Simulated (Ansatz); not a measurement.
HCl on a (110) slab of W (Im-3m (No. 229)), 3 planes, outer planes W (top) and W (bottom), 1 a cell of 28.2 Å², relaxed and still whole (its atoms last):

```
W Cl H
1.0
     5.47220    0.00000    0.00000
    -1.82407    5.15924    0.00000
     0.00000    0.00000   23.75083
W Cl H
12 1 1
Direct
  0.25000 0.25000 0.33683
  0.25000 0.75000 0.33683
  0.75000 0.25000 0.33683
  0.75000 0.75000 0.33683
  0.49998 0.49988 0.42881
  0.50002 0.00012 0.42881
  0.99997 0.49987 0.42889
  0.00003 0.00013 0.42889
  0.74975 0.74980 0.52070
  0.74965 0.24942 0.52075
  0.25025 0.75020 0.52070
  0.25035 0.25058 0.52075
  0.00000 0.75000 0.66670
  0.00000 0.75000 0.61030
```

Theory: Ansatz, DFT PBE+D3(BJ), scalar-relativistic, plane waves, PAW. Settings: cutoff 420 eV, Γ-centred mesh 4×4×1 on the computed 14-atom cell, Gaussian smearing of 0.10 eV; no spin polarisation. The cell repeats along c with a dipole correction in the vacuum.

It binds with 0.30 eV a molecule against the clean slab and the free molecule (no zero-point or thermal terms); its shortest contact is H–W 2.53 Å. Take first-order desorption with no barrier to adsorption, no reaction on the face and an assumed prefactor of 10^13 s⁻¹.

Question: How long does a molecule stay at 400 K?

Answer: τ = ν⁻¹·exp(E/k_BT) with k_BT = 0.0345 eV: E/k_BT = 8.7, so τ ≈ 6×10^-10 s. At about one hit a site a second (10⁻⁶ mbar) the coverage is near τ × 1 s⁻¹, so a layer needs more than atmospheric pressure.

Question: Where does its peak lie in a desorption experiment heated at 5 K/s?

Answer: The peak obeys E/(k_B·T_p²) = (ν/β)·exp(−E/k_BT_p). Solving gives T_p ≈ 117 K (E/k_BT_p = 29.7). An error of 0.1 eV in E moves it by about 39 K, and larger molecules have larger prefactors, which lowers it.

Question: Another start (random tilt) ends as Cl + H with E_ads = -2.88 eV (negative is bound). What does this add?

Answer: The reacted state lies 2.57 eV below the whole molecule, and a relaxation reached it with no barrier from that start. The whole molecule may then be a precursor, and τ and T_p above hold only if it doesn't react first.